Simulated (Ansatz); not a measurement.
# Tantalum, bcc: revPBE0 at the revPBE geometry

Aim: see what exact exchange does to the levels, and what it costs. Spin polarisation is left out. The cell comes from an earlier revPBE relaxation. Exact exchange is dear, so the k-mesh is coarse, and revPBE is run on the same mesh for comparison.

Method: DFT, plane waves (420 eV) with PBE-made PAW files, scalar-relativistic; functionals as named at each step, in Ansatz 0.2.0.

### 1 Starting point

It takes space group Im-3m (No. 229, cubic). The conventional cell has a = 3.335 Å, b = 3.335 Å, c = 3.335 Å, α = 90.00°, β = 90.00°, γ = 90.00°. Ta (site symmetry m-3m) is surrounded by 8 Ta at 2.89 Å.

As a file:

```cif
data_structure
_symmetry_space_group_name_H-M 'P 1'
_symmetry_Int_Tables_number 1
_cell_length_a 2.8884
_cell_length_b 2.8884
_cell_length_c 2.8884
_cell_angle_alpha 109.471
_cell_angle_beta 109.471
_cell_angle_gamma 109.471
_cell_volume 18.55
loop_
_atom_site_label
_atom_site_type_symbol
_atom_site_fract_x
_atom_site_fract_y
_atom_site_fract_z
_atom_site_occupancy
Ta1 Ta 0.00000 0.00000 0.00000 1
```

### 2 revPBE, coarse mesh

The run with revPBE.

input.yaml reads:

```yaml
crystal:
  lattice:
    - [-1.6676110185, 1.6676110185, 1.6676110185]
    - [1.6676110185, -1.6676110185, 1.6676110185]
    - [1.6676110185, 1.6676110185, -1.6676110185]
  atoms:
    - { symbol: Ta, position: [0.0, 0.0, 0.0] }
hamiltonian:
  xc: revpbe
  pseudopotentials:
    kind: paw
    azcp:
      Ta: "pseudopotentials/Ta.paw.azcp"
basis:
  ecutwfc: 420
  fft_grid_basis: typed
kpoints:
  mp_grid: { grid: [7, 7, 7], shift: [0, 0, 0] }
magnetization:
  spin_polarized: false
scf:
  occupations: { method: fermi_dirac, width: 0.1 }
```

The log of the run, shortened:

```text
Warning: RAYON_NUM_THREADS=4 ignored (pool sized by the plan → 4); use --threads N
[...]
Pseudopotentials: kind: paw
Pseudopotential: Ta, paw, valence charge 13, recommended cutoff 420 eV (normal), <dir>
Functional definition: revPBE
[...]
Crystal: 1 atoms, lattice volume = 18.550 Å³
Basis set: ecut = 420 eV, 369 PW (Γ)
Bands: 11, of which v1, the nominal top of the filled ones, is band 7 counted from 1 (6 counted from 0)
Symmetry: 48 space group operations
Space group: Im-3m (ITA 229), of the structure as read, at distance tolerance 2.6e-5 Å
k-points: 20 of 343
[...]
SCF iter   1: F=—  HF=-9941.228459 eV  |F-HF|=—  |Δ(HF+E_count)|=         —  Δρ=3.05e-3  dr2=8.59e-4  ethr=1.77e-3  ⟨swp⟩=5.2  Hψ=1227  notcnv=0
[...]
SCF iter   6: F=-9941.228518 eV  HF=-9941.228518 eV  |F-HF|=2.87e-10  |Δ(HF+E_count)|=   2.86e-8  Δρ=3.79e-6  dr2=7.95e-10  ethr=6.83e-10  ⟨swp⟩=1.0  Hψ=654  notcnv=0
[...]
SCF converged after 6 iterations
Free energy (F): -9941.228518 eV
[...]
E sigma→0 (E₀):  -9941.210698 eV
Entropy (-TS):   -0.035639 eV (-35.639 meV/atom)
Fermi energy:    18.000415 eV
[...]
```

Run time: 0.23 s. Hardware: 4 threads of an x86-64 CPU, shared host; peak memory 0.27 GiB.

### 3 revPBE0 on the coarse mesh

The run with revPBE0.

Edit input.yaml of step 2 so:

```diff
@@ -8,3 +8,3 @@
 hamiltonian:
-  xc: revpbe
+  xc: revpbe0
   pseudopotentials:
```

The log of the run, shortened:

```text
Warning: RAYON_NUM_THREADS=4 ignored (pool sized by the plan → 4); use --threads N
[...]
[... 2 set-up lines as earlier in the session ...]
Functional definition: revPBE0
[...]
Crystal: 1 atoms, lattice volume = 18.550 Å³
Basis set: ecut = 420 eV, 369 PW (Γ)
Bands: 11, of which v1, the nominal top of the filled ones, is band 7 counted from 1 (6 counted from 0)
[... 2 set-up lines as earlier in the session ...]
k-points: 20 of 343
[...]
SCF iter   1: F=—  HF=-9941.223036 eV  |F-HF|=—  |Δ(HF+E_count)|=         —  Δρ=5.71e-3  dr2=6.38e-3  ethr=1.77e-3  ⟨swp⟩=6.0  Hψ=871  notcnv=0
[...]
Frozen-core exchange: fock
[...]
SCF 2 stopped early in 8 iterations: F = -9937.029543 eV  dr2 = 2.80e-6
hybrid outer 1: dexx = +7.476e-3 eV, tail = 1.30e-5 eV
Frozen-core exchange: fock
[...]
hybrid SCF converged: 2 outer / 11 inner (+5 warm-up), last move |dexx| = 1.83e-6 eV, tail = 1.12e-7 eV
Stability not checked: this state was not tested for a lower state beside it, because the functional holds exact exchange (a hybrid, or Hartree-Fock), whose exchange loop this test does not read (fock_operator; see scf.lower_state_search)
Free energy (F): -9937.029591 eV
Frozen-core exchange: fock
[...]
E sigma→0 (E₀):  -9937.023874 eV
Entropy (-TS):   -0.011434 eV (-11.434 meV/atom)
Fermi energy:    17.726294 eV
[...]
--- Band table (eV; the first three rows and the last of 20) ---
  k-point 0: bands = ["-53.3536", "-17.8505", "-17.8505", "-17.8505", "8.6091", "19.5426", "19.5426", "19.5426", "23.1050"]
[...]
  guard bands above this table: 2 of the run's 11 bands. The solve was not asked for them (output.publish_guard_bands: true or output.eigenvalues: true publishes all)
```

Wall time 6.8 s (4 threads of an x86-64 CPU, shared host); peak memory 0.8 GiB.

### 4 The functionals compared

| functional | gap on the mesh | Fermi energy (eV) | SCF cycles | exchange loops | CPU time |
| --- | --- | --- | --- | --- | --- |
| revPBE | none (levels filled in part) | 18.000 | 6 | - | 0.31 s |
| revPBE0 | none (levels filled in part) | 17.726 | 16 | 2 | 17 s |

### 5 Summary of results

```
                             quantity                         value
                          revPBE: gap  none (levels filled in part)
                         revPBE0: gap  none (levels filled in part)
  revPBE0: SCF cycles, exchange loops                         16, 2
revPBE0: CPU time over that of revPBE                            55
```

Both revPBE and revPBE0 leave levels filled in part. The hybrid took 55 times as much CPU time as revPBE on the same settings. revPBE0 needed 2 outer loops of the exchange operator. The total energies in the logs cannot be compared from one functional to another.
